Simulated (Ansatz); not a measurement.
# Al2O3 (Corundum) (R-3c) in Ansatz: settings compared

One crystal, Al2O3 (Corundum), is run at these levels: BLYP, RPBE, PBE, LDA, PBEsol; tasks: band structure.

Program: Ansatz 0.2.0. These are calculated values, not measurements. Logs are shortened: lines on timing, memory, paths and dates and some standing lists are left out, and cuts for length are marked.

**The experiment to reproduce.**

From “Multi-petahertz electron interference in Cr:Al2O3 solid-state material”, 2018, pmc:5906618, for a bulk crystal of Al2O3: band gap 8.7 eV (optical).

The runs below are set against these values where they give the same quantity.

**1. The crystal as given**

The structure is trigonal, space group R-3c (No. 167). The conventional cell has a = 4.760 Å, b = 4.760 Å, c = 12.996 Å, α = 90.00°, β = 90.00°, γ = 120.00°. Around Al (site symmetry 3) lie 6 O at 1.85 to 1.97 Å. O (site symmetry 2) is surrounded by 4 Al at 1.85 to 1.97 Å.

**2. Band structure, BLYP**

input.yaml reads:

```yaml
crystal:
  lattice:
    - [2.38025, 1.3742379782, 4.3318666667]
    - [-2.38025, 1.3742379782, 4.3318666667]
    - [0.0, -2.7484759565, 4.3318666667]
  atoms:
    - { symbol: Al, position: [0.85216, 0.85216, 0.85216] }
    - { symbol: Al, position: [0.64784, 0.64784, 0.64784] }
    - { symbol: Al, position: [0.14784, 0.14784, 0.14784] }
    - { symbol: Al, position: [0.35216, 0.35216, 0.35216] }
    - { symbol: O, position: [0.05668, 0.75, 0.44332] }
    - { symbol: O, position: [0.75, 0.44332, 0.05668] }
    - { symbol: O, position: [0.44332, 0.05668, 0.75] }
    - { symbol: O, position: [0.94332, 0.25, 0.55668] }
    - { symbol: O, position: [0.25, 0.55668, 0.94332] }
    - { symbol: O, position: [0.55668, 0.94332, 0.25] }
hamiltonian:
  xc: blyp
  pseudopotentials: { kind: paw }
kpoints:
  mp_grid: { grid: [7, 7, 7] }
  band_path:
    path:
      - [[0.0, 0.0, 0.0], [0.5, 0.0, 0.0], [0.5, 0.2337604794, -0.2337604794]]
      - [[0.7662395206, 0.5, 0.2337604794], [0.5, 0.5, 0.5], [0.0, 0.0, 0.0], [0.3668802397, 0.0, -0.3668802397]]
      - [[0.6331197603, 0.3668802397, 0.0], [0.5, 0.5, 0.0], [0.6331197603, 0.6331197603, 0.2337604794], [0.5, 0.5, 0.5]]
      - [[0.5, 0.0, 0.0], [0.7662395206, 0.3668802397, 0.3668802397]]
    npoints: 10
scf:
  occupations: { method: fermi_dirac, width: 0.05 }
  n_extra_bands: 25
output:
  forces: true
  stress: true
  eigenvalues: true
  fatbands: false
```

Potentials or basis: Ansatz PAW.

Launch:

```bash
$ ansatz run input.yaml --threads 4 --pin off --max-ram 11264MiB --backend cpu --events-out ev --progress --plain --runs-dir out
```

Log:

```text
Warning: RAYON_NUM_THREADS=4 ignored (pool sized by the plan → 4); use --threads N
scf.n_extra_bands = 25 over 24 filled bands (N_el = 48.0): the run solves 49 bands
Engine: ansatz 0.2.0, x86_64-unknown-linux-gnu
Pseudopotentials: kind: paw
Pseudopotential: Al, paw, valence charge 3, recommended cutoff 420 eV (normal), Al.paw.azcp
Pseudopotential: O, paw, valence charge 6, recommended cutoff 420 eV (normal), O.paw.azcp
Functional definition: BLYP
  parameter beta = 0.0042
  parameter a = 0.04918
  parameter b = 0.132
  parameter c = 0.2533
  parameter d = 0.349
  exchange = b88_x(beta = beta)
  correlation = lyp_c(a = a, b = b, c = c, d = d)
Crystal: 10 atoms, lattice volume = 85.018 Å³
Basis set: ecut = 420 eV, 1653 PW (Γ), exchange–correlation on 72×72×72 points (8 copies of the dense FFT grid, shifted against one another)
Bands: 49, of which v1, the nominal top of the filled ones, is band 24 counted from 1 (23 counted from 0)
Symmetry: 12 space group operations
Space group: R-3c (ITA 167), of the structure as read, at distance tolerance 4.4e-5 Å
k-points: 44 of 343
Non-local potential: Al, projectors of the file, l = 0: 2, l = 1: 2, l = 2: 1
Non-local potential: O, projectors of the file, l = 0: 2, l = 1: 2, l = 2: 1
PAW form: soft (Blöchl's): semilocal exchange-correlation on the pseudo side does not see the compensation charge
PAW frozen core: Al, regenerated for the run's functional, and the local potential with it (the file was generated under x = pbe(κ = 0.804, μ = 0.2195149727645171), c = pbe(β = 0.06672455060314922))
PAW frozen core: O, regenerated for the run's functional, and the local potential with it (the file was generated under x = pbe(κ = 0.804, μ = 0.2195149727645171), c = pbe(β = 0.06672455060314922))
PAW one-centre angular grid: Al, 110 points (default); XC on 64 Gauss nodes
PAW one-centre angular grid: O, 110 points (default); XC on 64 Gauss nodes
Initial density: superposition of atomic densities (neutral atoms: chi_scale 0, normalization atom), corrected by the library's trained network
Initial wavefunctions: pseudopotential atomic-orbital guess
Functional: x = b88, c = lyp
SCF iter   1: F=—  HF=-5594.977038 eV  |F-HF|=—  |Δ(HF+E_count)|=         —  Δρ=2.12e-2  dr2=2.50e-1  ethr=1.77e-3  ⟨swp⟩=5.5  Hψ=10121  notcnv=0  defer=373
preconditioner: auto → Resta (q_TF=auto, 2.480 Å⁻¹)  ε∞=2.7  [insulator: Δε(μ)=6.603 eV  Ē_g=21.238 eV  σ=0.050 eV  W_gap=1.00  n_scr=20 (ndim 8)  ℏωp=27.9 eV  f_vac=0.000  D(μ)=0.00/eV (n_scr^D=0)  ε∞_Penn≈2.7]
SCF iter   2: F=—  HF=-5594.908503 eV  |F-HF|=—  |Δ(HF+E_count)|=   6.85e-2  Δρ=6.73e-3  dr2=2.98e-2  ethr=5.20e-4  ⟨swp⟩=3.0  Hψ=3343  notcnv=0  defer=834
SCF iter   3: F=—  HF=-5594.901398 eV  |F-HF|=—  |Δ(HF+E_count)|=   7.10e-3  Δρ=1.06e-3  dr2=5.78e-4  ethr=6.21e-5  ⟨swp⟩=2.0  Hψ=2396  notcnv=0  defer=834
SCF iter   4: F=—  HF=-5594.901636 eV  |F-HF|=—  |Δ(HF+E_count)|=   2.38e-4  Δρ=5.92e-5  dr2=1.18e-6  ethr=1.20e-6  ⟨swp⟩=2.8  Hψ=2621  notcnv=0  defer=834
SCF iter   5: F=—  HF=-5594.901638 eV  |F-HF|=—  |Δ(HF+E_count)|=   2.05e-6  Δρ=1.16e-5  dr2=7.75e-8  ethr=2.45e-9  ⟨swp⟩=2.0  Hψ=2172  notcnv=0  defer=834
SCF iter   6: F=-5594.901638 eV  HF=-5594.901638 eV  |F-HF|=2.20e-9  |Δ(HF+E_count)|=   1.13e-7  Δρ=1.79e-6  dr2=2.34e-9  ethr=1.61e-10  ⟨swp⟩=10.5  Hψ=12573  notcnv=0
SCF 1 converged in 6 iterations: F = -5594.901638 eV  dr2 = 2.34e-9
NSCF: frozen V_eff on 94 k-points
SCF converged after 6 iterations
Free energy (F): -5594.901638 eV
Harris-Foulkes:  -5594.901638 eV  (|F-HF|=2.20e-9)
Internal energy: -5594.901638 eV  (E = F + TS)
E sigma→0 (E₀):  -5594.901638 eV
Fermi energy:    11.379537 eV
--- Per-component energies (eV) ---
  E_band       = 85.142103
  E_kinetic    = 1188.257116
  E_local      = -1996.136950  (includes V_loc(G=0)·N_el)
  E_nonlocal   = 330.740463
  E_hartree    = 744.177776
  E_xc         = -606.667685
  E_vxc        = -686.731989  (∫ρ·V_xc dr)
  E_paw        = -2857.622136  (= ΣΔE_a)
  E_vpaw       = -239.357305  (= ΣTr[D̂ρ^β])
  E_aug_tail   = 0.015550  (compensation charges beyond the density's cutoff)
  E_ewald      = -2397.730569
  E_core_change = 0.064796  (= ΣΔE_core)
  E_smearing   = -0.000000  (= −TS)
  E_closure    = -0.000000  (closes the sum)
  Σ components = -5594.901638   (vs F -5594.901638, Δ=0.00e0)
--- Forces (eV/Å), atoms counted from 1 ---
  atom   1  Al     0.00000000    -0.00000000     0.03717979
  atom   2  Al     0.00000000     0.00000000    -0.03717979
  atom   3  Al    -0.00000000     0.00000000    -0.03717979
  atom   4  Al    -0.00000000    -0.00000000     0.03717979
  atom   5  O      0.01169086     0.02024916     0.00000000
  atom   6  O      0.01169086    -0.02024916    -0.00000000
  atom   7  O     -0.02338171    -0.00000000     0.00000000
  atom   8  O     -0.01169086    -0.02024916    -0.00000000
  atom   9  O     -0.01169086     0.02024916     0.00000000
  atom  10  O      0.02338171    -0.00000000     0.00000000
  max |Σ_I F_I| component: 1.39e-17 eV/Å
--- Stress (GPa, compression-positive) ---
       11.367542       0.000000       0.000000
        0.000000      11.367542       0.000000
        0.000000       0.000000      11.171317
  P = ⅓ Tr σ = 11.3021 GPa (113.021 kbar)
--- Band table (eV; the first three rows and the last of 44) ---
  k-point 0: bands = ["-11.0337", "-8.7347", "-8.4625", "-8.4625", "-8.1595", "-8.1595", "1.2771", "2.2630", "2.6386", "2.6386", "3.7419", "3.8468", "3.8468", "4.8166", "5.1349", "6.6409", "6.6409", "6.7839", "6.7839", "7.5842", "7.5842", "8.0208", "8.0208", "8.0664", "14.5437", "17.5104", "18.8882", "19.8782", "19.8782", "19.9434", "20.6922", "20.6922", "20.7426", "21.7144", "22.9315", "22.9315", "23.0650", "23.0650", "23.1203", "24.0253", "24.2161", "26.5507", "26.5507", "26.8541", "26.8541", "28.2028", "28.3101", "28.3112", "28.4915"]
  k-point 1: bands = ["-10.9291", "-8.7764", "-8.5343", "-8.4847", "-8.2092", "-8.1650", "1.3915", "2.0473", "2.5006", "3.1310", "3.2584", "3.7755", "4.5594", "5.2357", "5.3582", "6.2670", "6.5995", "6.6787", "6.8535", "7.3383", "7.4356", "7.7723", "7.9961", "8.0297", "15.0037", "17.8770", "18.5862", "19.5825", "19.6515", "19.8709", "20.6807", "20.8826", "21.2076", "21.3280", "22.7673", "22.8413", "22.8543", "23.0202", "23.2438", "23.8528", "24.0925", "26.1107", "26.5987", "26.7839", "27.0729", "27.2804", "27.3815", "28.3860", "28.6036"]
  k-point 2: bands = ["-10.6275", "-9.0957", "-8.5236", "-8.5167", "-8.3239", "-8.2048", "1.5841", "2.1435", "2.1761", "3.0890", "3.6920", "4.1275", "5.2988", "5.4411", "5.8770", "6.0505", "6.2155", "6.4074", "6.6929", "6.7069", "7.2949", "7.5902", "7.8823", "7.9261", "16.0484", "18.1843", "18.5540", "18.9465", "19.1643", "19.6679", "20.7057", "20.9128", "21.1526", "21.6754", "22.0843", "22.2601", "22.6883", "23.2412", "23.3608", "23.6236", "24.1556", "24.8567", "25.8550", "26.3941", "26.6905", "27.4330", "27.7451", "28.4704", "29.1739"]
  k-point 43: bands = ["-10.0543", "-9.8963", "-8.5895", "-8.4971", "-8.2325", "-8.1933", "2.4366", "2.5373", "3.3991", "3.4022", "3.8102", "4.2035", "4.3431", "4.5087", "5.4998", "5.7171", "5.7837", "6.2508", "6.4445", "6.6029", "7.4723", "7.4737", "7.5998", "7.6536", "17.1490", "17.3752", "19.1929", "19.3298", "20.2242", "20.2807", "20.5643", "20.7943", "21.2998", "21.4810", "22.6173", "22.7271", "22.8498", "22.9577", "23.1201", "23.2667", "24.2379", "24.4494", "25.0716", "25.1904", "25.7087", "25.8218", "29.0822", "29.5181", "30.0807"]
```

Run time: 10 s. Hardware: 4 threads of Intel Xeon at 2.70GHz, shared host; peak memory 0.5 GiB.

Results:

| Quantity | Value |
| --- | --- |
| Free energy | -5594.9016 eV |
| Pressure | 11.3 GPa |
| Largest force | 0.037 eV/Å |
| Band gap on the k mesh | 6.48 eV, direct |
| Band gap along the path | 6.48 eV, direct |

Forces in eV/Å, atoms in the order of the input:
```
Al   0.000  0.000  0.037
Al   0.000  0.000 -0.037
Al   0.000  0.000 -0.037
Al   0.000  0.000  0.037
O    0.012  0.020  0.000
O    0.012 -0.020  0.000
O   -0.023  0.000  0.000
O   -0.012 -0.020  0.000
O   -0.012  0.020  0.000
O    0.023  0.000  0.000
```

Levels at the corners of the path, in eV from the valence-band top:
| point | band 20 | band 21 | band 22 | band 23 | band 24 | band 25 | band 26 | band 27 | band 28 | band 29 |
| --- | --- | --- | --- | --- | --- | --- | --- | --- | --- | --- |
| Γ | -0.48 | -0.48 | -0.05 | -0.05 | 0.00 | 6.48 | 9.44 | 10.82 | 11.81 | 11.81 |
| L | -1.32 | -0.89 | -0.89 | -0.26 | -0.26 | 9.68 | 9.68 | 9.84 | 9.84 | 12.05 |
| B1 | -1.17 | -0.83 | -0.83 | -0.49 | -0.49 | 9.92 | 9.92 | 10.33 | 10.33 | 10.84 |
| B | -1.17 | -0.83 | -0.83 | -0.49 | -0.49 | 9.92 | 9.92 | 10.33 | 10.33 | 10.84 |
| Z | -1.96 | -0.38 | -0.38 | -0.38 | -0.38 | 8.91 | 8.91 | 11.27 | 11.27 | 12.56 |
| Γ | -0.48 | -0.48 | -0.05 | -0.05 | 0.00 | 6.48 | 9.44 | 10.82 | 11.81 | 11.81 |
| X | -1.09 | -0.87 | -0.82 | -0.55 | -0.28 | 9.72 | 9.74 | 9.99 | 10.52 | 10.85 |
| Q | -1.09 | -0.87 | -0.82 | -0.55 | -0.28 | 9.72 | 9.74 | 9.99 | 10.52 | 10.85 |
| F | -1.28 | -1.01 | -0.90 | -0.73 | -0.25 | 9.89 | 9.92 | 10.12 | 10.67 | 11.33 |
| P1 | -1.05 | -1.02 | -0.84 | -0.73 | -0.45 | 9.97 | 10.16 | 10.41 | 10.56 | 10.56 |
| Z | -1.96 | -0.38 | -0.38 | -0.38 | -0.38 | 8.91 | 8.91 | 11.27 | 11.27 | 12.56 |
| L | -1.32 | -0.89 | -0.89 | -0.26 | -0.26 | 9.68 | 9.68 | 9.84 | 9.84 | 12.05 |
| P | -1.05 | -1.02 | -0.84 | -0.73 | -0.45 | 9.97 | 10.16 | 10.41 | 10.56 | 10.56 |

Caveat: the pressure holds a Pulay correction of +1.0 GPa for the finite cutoff; the PAW data sets come from PBE, with cores solved anew for the run's functional, which leaves a small shift of forces and pressure.

**3. Band structure, RPBE**

input.yaml: that of step 2 with these lines changed.

```diff
@@ -17,3 +17,3 @@
 hamiltonian:
-  xc: blyp
+  xc: rpbe
   pseudopotentials: { kind: paw }
```

Potentials or basis: Ansatz PAW.

Launch:

```bash
$ ansatz run input.yaml --threads 4 --pin off --max-ram 11264MiB --backend cpu --events-out ev --progress --plain --runs-dir out
```

Run time: 7.1 s. Hardware: 4 threads of Intel Xeon at 2.70GHz, shared host; peak memory 0.5 GiB.

It converged, with:

```yaml
Free_energy: -5591.0483 eV
Pressure: 12.6 GPa
Largest_force: 0.044 eV/Å
Band_gap_on_the_k_mesh: 6.31 eV, direct
Band_gap_along_the_path: 6.31 eV, direct
```

Forces in eV/Å, atoms in the order of the input:
```
Al   0.000  0.000 -0.044
Al   0.000  0.000  0.044
Al   0.000  0.000  0.044
Al   0.000  0.000 -0.044
O    0.001  0.002  0.000
O    0.001 -0.002  0.000
O   -0.002  0.000  0.000
O   -0.001 -0.002  0.000
O   -0.001  0.002  0.000
O    0.002  0.000  0.000
```

Stress tensor (GPa, compression positive):
```
12.83  0.00  0.00
 0.00 12.83  0.00
 0.00  0.00 12.10
```

Levels at the corners of the path, in eV from the valence-band top:
| point | band 20 | band 21 | band 22 | band 23 | band 24 | band 25 | band 26 | band 27 | band 28 | band 29 |
| --- | --- | --- | --- | --- | --- | --- | --- | --- | --- | --- |
| Γ | -0.50 | -0.50 | -0.05 | -0.05 | 0.00 | 6.31 | 9.27 | 10.92 | 11.63 | 11.63 |
| L | -1.32 | -0.91 | -0.91 | -0.28 | -0.28 | 9.58 | 9.58 | 9.78 | 9.78 | 11.92 |
| B1 | -1.18 | -0.85 | -0.85 | -0.51 | -0.51 | 9.83 | 9.83 | 10.26 | 10.26 | 10.74 |
| B | -1.18 | -0.85 | -0.85 | -0.51 | -0.51 | 9.83 | 9.83 | 10.26 | 10.26 | 10.74 |
| Z | -1.99 | -0.38 | -0.38 | -0.38 | -0.38 | 8.78 | 8.78 | 11.29 | 11.29 | 12.64 |
| Γ | -0.50 | -0.50 | -0.05 | -0.05 | 0.00 | 6.31 | 9.27 | 10.92 | 11.63 | 11.63 |
| X | -1.11 | -0.88 | -0.84 | -0.56 | -0.29 | 9.62 | 9.68 | 9.88 | 10.35 | 10.86 |
| Q | -1.11 | -0.88 | -0.84 | -0.56 | -0.29 | 9.62 | 9.68 | 9.88 | 10.35 | 10.86 |
| F | -1.29 | -1.02 | -0.91 | -0.74 | -0.26 | 9.79 | 9.83 | 10.06 | 10.52 | 11.32 |
| P1 | -1.06 | -1.03 | -0.86 | -0.74 | -0.47 | 9.88 | 10.08 | 10.33 | 10.48 | 10.50 |
| Z | -1.99 | -0.38 | -0.38 | -0.38 | -0.38 | 8.78 | 8.78 | 11.29 | 11.29 | 12.64 |
| L | -1.32 | -0.91 | -0.91 | -0.28 | -0.28 | 9.58 | 9.58 | 9.78 | 9.78 | 11.92 |
| P | -1.06 | -1.03 | -0.86 | -0.74 | -0.47 | 9.88 | 10.08 | 10.33 | 10.48 | 10.50 |

Caveat: the pressure holds a Pulay correction of +0.8 GPa for the finite cutoff; the PAW data sets come from PBE, with cores solved anew for the run's functional, which leaves a small shift of forces and pressure.

**4. Band structure, PBE**

input.yaml: that of step 3 with these lines changed.

```diff
@@ -17,3 +17,3 @@
 hamiltonian:
-  xc: rpbe
+  xc: pbe
   pseudopotentials: { kind: paw }
```

Potentials or basis: Ansatz PAW.

Launch:

```bash
$ ansatz run input.yaml --threads 4 --pin off --max-ram 11264MiB --backend cpu --events-out ev --progress --plain --runs-dir out
```

Log:

```text
Warning: RAYON_NUM_THREADS=4 ignored (pool sized by the plan → 4); use --threads N
[... 75 lines left out ...]
  k-point 1: bands = ["-11.3661", "-9.1889", "-8.9420", "-8.8919", "-8.6109", "-8.5662", "0.9683", "1.6260", "2.0757", "2.7196", "2.8366", "3.3569", "4.1628", "4.8582", "5.0167", "5.9283", "6.2676", "6.3565", "6.5301", "7.0032", "7.0974", "7.4449", "7.6805", "7.7132", "14.4447", "17.2927", "18.1530", "19.0737", "19.0937", "19.3222", "20.1399", "20.3374", "20.6508", "20.8364", "22.1944", "22.3011", "22.3275", "22.5370", "22.7278", "23.4080", "23.5646", "25.6276", "26.1228", "26.3070", "26.5945", "26.8510", "26.9412", "27.9350", "28.2080"]
  k-point 2: bands = ["-11.0616", "-9.5126", "-8.9312", "-8.9240", "-8.7277", "-8.6071", "1.1597", "1.7234", "1.7509", "2.6648", "3.2796", "3.7288", "4.9402", "5.0650", "5.5174", "5.7130", "5.8663", "6.0493", "6.3728", "6.3782", "6.9574", "7.2610", "7.5615", "7.6066", "15.5142", "17.7057", "18.0408", "18.4223", "18.5893", "19.1478", "20.1559", "20.3308", "20.5912", "21.1468", "21.5077", "21.7692", "22.1643", "22.7481", "22.8465", "23.1830", "23.6317", "24.3723", "25.3740", "25.9494", "26.2387", "26.9476", "27.2866", "27.9946", "28.7089"]
  k-point 43: bands = ["-10.4826", "-10.3229", "-8.9981", "-8.9041", "-8.6355", "-8.5958", "2.0213", "2.1265", "2.9886", "2.9998", "3.4093", "3.8029", "3.9488", "4.1260", "5.1317", "5.3499", "5.4213", "5.8899", "6.0996", "6.2581", "7.1451", "7.1472", "7.2789", "7.3320", "16.6183", "16.8420", "18.6895", "18.8556", "19.7937", "19.8063", "20.0206", "20.2930", "20.7307", "20.9027", "22.0916", "22.2102", "22.3279", "22.4539", "22.5946", "22.7487", "23.7189", "23.9610", "24.5684", "24.6915", "25.2342", "25.3491", "28.6025", "29.0850", "29.5888"]
```

bands.tsv:

```text
# k_distance	band_0	band_1	band_2	band_3	band_4	band_5	band_6	band_7	band_8	band_9	band_10	band_11	band_12	band_13	band_14	band_15	band_16	band_17	band_18	band_19	band_20	band_21	band_22	band_23	band_24	band_25	band_26	band_27	band_28	band_29	band_30	band_31	band_32	band_33	band_34	band_35	band_36	band_37	band_38	band_39	band_40	band_41	band_42	band_43	band_44	band_45	band_46	band_47	band_48
[... 116 lines left out ...]
5.566559	-21.106719	-20.871810	-20.491530	-20.096989	-19.655603	-19.479226	-9.402372	-8.505133	-8.379357	-8.027714	-7.251933	-6.936411	-6.871491	-6.154409	-5.796207	-5.516379	-5.192343	-4.934123	-4.495088	-4.250874	-4.216979	-4.042323	-3.930300	-3.649368	6.571128	6.756116	7.022912	7.197691	7.202492	8.639238	8.661933	9.331285	9.654024	9.968939	10.458224	10.542915	11.507217	11.902643	12.006835	12.217268	12.326658	12.740860	13.390210	13.936805	14.482595	15.196875	17.474025	17.650278	18.273400
```

Run time: 6.2 s. Hardware: 4 threads of Intel Xeon at 2.70GHz, shared host; peak memory 0.5 GiB.

Results:

- Free energy: -5569.5506 eV
- Pressure: 7.3 GPa
- Largest force: 0.029 eV/Å
- Band gap on the k mesh: 6.22 eV, direct
- Band gap along the path: 6.22 eV, direct

Forces in eV/Å, atoms in the order of the input:
```
Al   0.000  0.000 -0.029
Al   0.000  0.000  0.029
Al   0.000  0.000  0.029
Al   0.000  0.000 -0.029
O   -0.013 -0.022  0.000
O   -0.013  0.022  0.000
O    0.025  0.000  0.000
O    0.013  0.022  0.000
O    0.013 -0.022  0.000
O   -0.025  0.000  0.000
```

Stress tensor (GPa, compression positive):
```
7.54 0.00 0.00
0.00 7.54 0.00
0.00 0.00 6.95
```

Levels at the corners of the path, in eV from the valence-band top:
```
point  band 21  band 22  band 23  band 24  band 25  band 26  band 27  band 28
    Γ    -0.50    -0.04    -0.04     0.00     6.22     9.16    10.76    11.54
    L    -0.91    -0.91    -0.27    -0.27     9.47     9.47     9.65     9.65
   B1    -0.85    -0.85    -0.51    -0.51     9.71     9.71    10.13    10.13
    B    -0.85    -0.85    -0.51    -0.51     9.71     9.71    10.13    10.13
    Z    -0.38    -0.38    -0.38    -0.38     8.68     8.68    11.11    11.11
    Γ    -0.50    -0.04    -0.04     0.00     6.22     9.16    10.76    11.54
    X    -0.89    -0.84    -0.56    -0.29     9.51     9.55     9.76    10.23
    Q    -0.89    -0.84    -0.56    -0.29     9.51     9.55     9.76    10.23
    F    -1.03    -0.92    -0.74    -0.26     9.64     9.73     9.94    10.41
   P1    -1.03    -0.86    -0.75    -0.47     9.75     9.94    10.21    10.38
    Z    -0.38    -0.38    -0.38    -0.38     8.68     8.68    11.11    11.11
    L    -0.91    -0.91    -0.27    -0.27     9.47     9.47     9.65     9.65
    P    -1.03    -0.86    -0.75    -0.47     9.75     9.94    10.21    10.38
```

Caveat: the pressure holds a Pulay correction of +0.9 GPa for the finite cutoff.

(Continued in part 2 of 2.)
